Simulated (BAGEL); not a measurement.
# C4H10O (tert-butanol) at B3LYP/6-31G(d) (density fitting with cc-pvqz-jkfit, spherical functions)

Aim: the energy change on altering one bond length of C4H10O (tert-butanol) at B3LYP/6-31G* (density fitting with cc-pvqz-jkfit, spherical functions), from 2 runs. 

Program for the calculation: BAGEL 1.2.2.

3 further runs of the same task are left out: 1 that didn't finish, 2 set aside as unsound or not needed.

### Step 1. Starting point

C4H10O: 15 atoms, total charge 0, spin state singlet. As SMILES, `CC(C)(C)O`. The coordinates come from a PBE0-D4/def2-TZVP relaxation. This is one conformer, not always the lowest.

Bond lengths: C1–C2 1.523 Å, C2–C3 1.517 Å, C2–C4 1.523 Å, C2–O5 1.427 Å, C1–H6 1.092 Å, C1–H7 1.095 Å, C1–H8 1.093 Å, C3–H9 1.092 Å, C3–H10 1.092 Å, C3–H11 1.092 Å, C4–H12 1.093 Å, C4–H13 1.092 Å, C4–H14 1.095 Å, O5–H15 0.961 Å. Some angles: C1–C2–C3 110.7°, C1–C2–C4 110.7°, C1–C2–O5 109.7°, C3–C2–C4 110.7°, C3–C2–O5 105.2°, C4–C2–O5 109.7°, C2–C1–H6 110.2°, C2–C1–H7 110.7°, C2–C1–H8 111.3°, C2–C3–H9 110.2°.

### Step 2. A single-point energy at B3LYP/6-31G(d) (density fitting with cc-pvqz-jkfit, spherical functions)

input.json

```json
{ "bagel": [

{
  "title": "molecule",
  "basis": "6-31gs.json",
  "df_basis": "cc-pvqz-jkfit",
  "angstrom": true,
  "geometry": [
    { "atom": "C", "xyz": [   -1.254380,    0.485460,    0.515850 ] },
    { "atom": "C", "xyz": [    0.134150,    0.198260,   -0.039330 ] },
    { "atom": "C", "xyz": [    1.035780,   -0.375180,    1.037960 ] },
    { "atom": "C", "xyz": [    0.052220,   -0.744500,   -1.232350 ] },
    { "atom": "O", "xyz": [    0.755610,    1.419980,   -0.434420 ] },
    { "atom": "H", "xyz": [   -1.189120,    1.187530,    1.349430 ] },
    { "atom": "H", "xyz": [   -1.895670,    0.925380,   -0.254460 ] },
    { "atom": "H", "xyz": [   -1.737860,   -0.429160,    0.867740 ] },
    { "atom": "H", "xyz": [    1.114270,    0.322200,    1.874210 ] },
    { "atom": "H", "xyz": [    2.037640,   -0.545880,    0.639260 ] },
    { "atom": "H", "xyz": [    0.641020,   -1.323090,    1.409060 ] },
    { "atom": "H", "xyz": [   -0.380770,   -1.706820,   -0.948470 ] },
    { "atom": "H", "xyz": [    1.048330,   -0.918860,   -1.643920 ] },
    { "atom": "H", "xyz": [   -0.575280,   -0.317090,   -2.020820 ] },
    { "atom": "H", "xyz": [    0.214050,    1.821750,   -1.119730 ] }
  ]
},
{ "title": "ks", "xc_func": "b3lyp" },
{ "title": "print", "file": "orbitals.molden", "orbitals": true }

]}
```

The basis set 6-31G* is read from a file made from the Basis Set Exchange's data (not shown).

Launch:

```sh
$ BAGEL_NUM_THREADS=1 BAGEL input.json > input.out
```

Log:

```text
* using 1 threads per process

  ===============================================================
  ===============================================================

  *** Geometry ***

  { "atom" : "C", "xyz" : [     -2.370435,      0.917386,      0.974815 ] },
  { "atom" : "C", "xyz" : [      0.253507,      0.374657,     -0.074323 ] },
  { "atom" : "C", "xyz" : [      1.957341,     -0.708987,      1.961460 ] },
  { "atom" : "C", "xyz" : [      0.098681,     -1.406901,     -2.328804 ] },
  { "atom" : "O", "xyz" : [      1.427896,      2.683373,     -0.820935 ] },
  { "atom" : "H", "xyz" : [     -2.247111,      2.244106,      2.550053 ] },
  { "atom" : "H", "xyz" : [     -3.582297,      1.748715,     -0.480860 ] },
  { "atom" : "H", "xyz" : [     -3.284079,     -0.810995,      1.639791 ] },
  { "atom" : "H", "xyz" : [      2.105665,      0.608870,      3.541744 ] },
  { "atom" : "H", "xyz" : [      3.850582,     -1.031564,      1.208026 ] },
  { "atom" : "H", "xyz" : [      1.211352,     -2.500278,      2.662737 ] },
  { "atom" : "H", "xyz" : [     -0.719551,     -3.225422,     -1.792349 ] },
  { "atom" : "H", "xyz" : [      1.981057,     -1.736394,     -3.106559 ] },
  { "atom" : "H", "xyz" : [     -1.087122,     -0.599213,     -3.818796 ] },
  { "atom" : "H", "xyz" : [      0.404496,      3.442609,     -2.115983 ] },

  Number of auxiliary basis functions:     1040

  Since a DF basis is specified, we compute 2- and 3-index integrals:
    o Being stored without compression. Storage requirement is 0.067 GB

  Number of basis functions:       90
  Number of electrons      :       42

    * METHOD: MOLECULE                             1.31

  *** Kohn-Sham DFT ***

    * Removing 32054 points whose weight is below 1.00e-10
    * Grid points: 191536

  === Nuclear Repulsion ===
   200.2763159855

       - DIIS with orbital gradients will be used.

  === KS iteration (b3lyp / 6-31gs.json) ===
      0       -180.58656052          0.23091819           0.74
      1       -189.59880072          0.10898730           0.74
      2       -140.07686623          0.21891925           0.73
      3       -204.82878908          0.18819946           0.72
      4       -218.22826979          0.15163261           0.71
      5       -218.20453085          0.14786155           0.72
      6       -218.73029028          0.14668175           0.69
      7       -192.41977449          0.14153920           0.69
      8       -218.45928410          0.13509294           0.68
      9       -230.00855318          0.08553382           0.70
     10       -228.19833504          0.08588541           0.71
     11       -231.88418454          0.05833849           0.72
     12       -233.23454713          0.02815419           0.75
     13       -233.57410018          0.01328521           0.74
     14       -233.66190898          0.00271302           0.72
     15       -233.66589145          0.00067658           0.70
     16       -233.66615485          0.00012901           0.73
     17       -233.66616355          0.00003838           0.73
     18       -233.66616437          0.00000800           0.73
     19       -233.66616440          0.00000246           0.71
     20       -233.66616440          0.00000088           0.72
     21       -233.66616440          0.00000026           0.74
     22       -233.66616440          0.00000003           0.74
     23       -233.66616440          0.00000001           0.72
     24       -233.66616440          0.00000001           0.73
    * SCF iteration converged.

    * Permanent dipole moment:
           (    0.495786,     0.208932,     0.222278) a.u.

    * METHOD: KS                                  19.48

    * METHOD: PRINT                                0.01

  ===============================================================
```

Run time: 21 s. Hardware: 1 thread of Arm Neoverse V2, shared host; peak memory 0.79 GiB.

### Step 3. The distorted shape

dft.json

```json
{ "bagel" : [

{
  "title" : "molecule",
  "basis" : "6-31gs.json",
  "df_basis" : "cc-pvqz-jkfit",
  "angstrom" : true,
  "geometry" : [
    { "atom" : "C", "xyz" : [   -1.158184,    0.419470,    0.631400 ] },
    { "atom" : "C", "xyz" : [    0.230346,    0.132270,    0.076220 ] },
    { "atom" : "C", "xyz" : [    1.131976,   -0.441170,    1.153510 ] },
    { "atom" : "C", "xyz" : [    0.148416,   -0.810490,   -1.116800 ] },
    { "atom" : "O", "xyz" : [    0.851806,    1.353990,   -0.318870 ] },
    { "atom" : "H", "xyz" : [   -1.092924,    1.121540,    1.464980 ] },
    { "atom" : "H", "xyz" : [   -1.895670,    0.925380,   -0.254460 ] },
    { "atom" : "H", "xyz" : [   -1.641664,   -0.495150,    0.983290 ] },
    { "atom" : "H", "xyz" : [    1.210466,    0.256210,    1.989760 ] },
    { "atom" : "H", "xyz" : [    2.133836,   -0.611870,    0.754810 ] },
    { "atom" : "H", "xyz" : [    0.737216,   -1.389080,    1.524610 ] },
    { "atom" : "H", "xyz" : [   -0.284574,   -1.772810,   -0.832920 ] },
    { "atom" : "H", "xyz" : [    1.144526,   -0.984850,   -1.528370 ] },
    { "atom" : "H", "xyz" : [   -0.479084,   -0.383080,   -1.905270 ] },
    { "atom" : "H", "xyz" : [    0.310246,    1.755760,   -1.004180 ] }
  ]
},
{ "title" : "ks", "xc_func" : "b3lyp" },
{ "title" : "print", "file" : "orbitals.molden", "orbitals" : true }

]}
```

The basis set 6-31G* is read from a file made from the Basis Set Exchange's data (not shown).

Launch:

```sh
$ BAGEL_NUM_THREADS=1 BAGEL dft.json > dft.out
```

Log:

```text
* using 1 threads per process

  ===============================================================
  ===============================================================

  *** Geometry ***

  { "atom" : "C", "xyz" : [     -2.188651,      0.792683,      1.193173 ] },
  { "atom" : "C", "xyz" : [      0.435291,      0.249954,      0.144035 ] },
  { "atom" : "C", "xyz" : [      2.139125,     -0.833690,      2.179818 ] },
  { "atom" : "C", "xyz" : [      0.280466,     -1.531604,     -2.110446 ] },
  { "atom" : "O", "xyz" : [      1.609680,      2.558670,     -0.602577 ] },
  { "atom" : "H", "xyz" : [     -2.065327,      2.119403,      2.768411 ] },
  { "atom" : "H", "xyz" : [     -3.582297,      1.748715,     -0.480860 ] },
  { "atom" : "H", "xyz" : [     -3.102295,     -0.935698,      1.858149 ] },
  { "atom" : "H", "xyz" : [      2.287449,      0.484167,      3.760101 ] },
  { "atom" : "H", "xyz" : [      4.032366,     -1.156267,      1.426384 ] },
  { "atom" : "H", "xyz" : [      1.393136,     -2.624981,      2.881095 ] },
  { "atom" : "H", "xyz" : [     -0.537767,     -3.350125,     -1.573991 ] },
  { "atom" : "H", "xyz" : [      2.162841,     -1.861097,     -2.888201 ] },
  { "atom" : "H", "xyz" : [     -0.905338,     -0.723916,     -3.600438 ] },
  { "atom" : "H", "xyz" : [      0.586280,      3.317906,     -1.897625 ] },

  Number of auxiliary basis functions:     1040

  Since a DF basis is specified, we compute 2- and 3-index integrals:
    o Being stored without compression. Storage requirement is 0.067 GB

  Number of basis functions:       90
  Number of electrons      :       42

    * METHOD: MOLECULE                             1.30

  *** Kohn-Sham DFT ***

    * Removing 31836 points whose weight is below 1.00e-10
    * Grid points: 191754

  === Nuclear Repulsion ===
   199.6387711143

       - DIIS with orbital gradients will be used.

  === KS iteration (b3lyp / 6-31gs.json) ===
      0       -180.20406311          0.23016597           0.74
      1       -188.88191801          0.11176422           0.70
      2       -147.87518483          0.21643390           0.68
      3       -205.78724962          0.17312311           0.71
      4       -216.82689283          0.15719471           0.72
      5       -217.77829971          0.14203568           0.72
      6       -218.56254419          0.14222582           0.69
      7       -177.14137823          0.15990517           0.70
      8       -219.81975416          0.10531638           0.73
      9       -232.76467111          0.04282174           0.73
     10       -233.34398600          0.02315325           0.71
     11       -233.61204984          0.00850587           0.69
     12       -233.64440058          0.00416429           0.72
     13       -233.65405151          0.00109300           0.73
     14       -233.65471706          0.00039975           0.75
     15       -233.65481058          0.00011899           0.70
     16       -233.65481707          0.00003487           0.70
     17       -233.65481766          0.00001010           0.74
     18       -233.65481771          0.00000578           0.73
     19       -233.65481772          0.00000187           0.72
     20       -233.65481772          0.00000025           0.71
     21       -233.65481772          0.00000012           0.71
     22       -233.65481772          0.00000004           0.73
     23       -233.65481772          0.00000002           0.74
     24       -233.65481772          0.00000000           0.73
    * SCF iteration converged.

    * Permanent dipole moment:
           (    0.445394,     0.239650,     0.179301) a.u.

    * METHOD: KS                                  19.33

    * METHOD: PRINT                                0.01

  ===============================================================
```

Wall time 21 s (1 thread of Arm Neoverse V2, shared host); peak memory 0.79 GiB.

### Step 4. Results

At B3LYP/6-31G* (density fitting with cc-pvqz-jkfit, spherical functions):

| quantity | value |
| --- | --- |
| first shape: total energy | -233.66616 Eh |
| first shape: dipole moment | 1.48 D |
| first shape: HOMO energy | -7.05 eV |
| first shape: LUMO energy | 1.84 eV |
| first shape: HOMO–LUMO gap | 8.89 eV |
| distorted shape: total energy | -233.65482 Eh |
| distorted shape: dipole moment | 1.36 D |
| distorted shape: HOMO energy | -7.06 eV |
| distorted shape: LUMO energy | 1.71 eV |
| distorted shape: HOMO–LUMO gap | 8.78 eV |
| energy change with the C1–H7 bond stretched from 1.095 to 1.259 Å | 0.309 eV |

With the C1–H7 bond stretched from 1.095 to 1.259 Å the energy rises by 0.31 eV (29.8 kJ/mol). The first shape isn't relaxed at this level, so the change isn't measured from a minimum.
